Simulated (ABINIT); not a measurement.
MgO:

```
Mg O
1.0
     0.00000    2.09700    2.09700
     2.09700    0.00000    2.09700
     2.09700    2.09700    0.00000
Mg O
1 1
Direct
  0.00000 0.00000 0.00000
  0.50000 0.50000 0.50000
```

The cell is a database's computed one.

Base run:

* Program: ABINIT 10.8.3 (patched build)
* Functional: r2SCAN
* Potentials or basis: Ansatz NC r2SCAN
* Cutoff: 1524 eV
* k mesh: 11 × 11 × 11
* Occupations: fermi-dirac, width 0.05 eV
* Spin: no spin polarisation

Its results: band gap on the k mesh 5.76 eV, direct; pressure 1.3 GPa.

Task: After a change of settings the same cell gave: band gap on the k mesh 5.66 eV, direct; pressure 2.6 GPa. Which change was it?
A. potentials or basis from Ansatz NC r2SCAN to SG15 NC PBE v1.2; cutoff from 1524 eV to 1361 eV
B. potentials or basis from Ansatz NC r2SCAN to PseudoDojo NC SR PBE v0.4.1 standard; cutoff from 1524 eV to 1361 eV
C. potentials or basis from Ansatz NC r2SCAN to JTH PAW PBE v2.0; cutoff from 1524 eV to 762 eV
D. potentials or basis from Ansatz NC r2SCAN to Ansatz PAW PBE default generated set, frozen core; cutoff from 1524 eV to 517 eV

Result: A.

Caveats: the potentials were made for another functional, which shifts forces and pressure (some runs).

Runs at the PBE level aren't shown here.
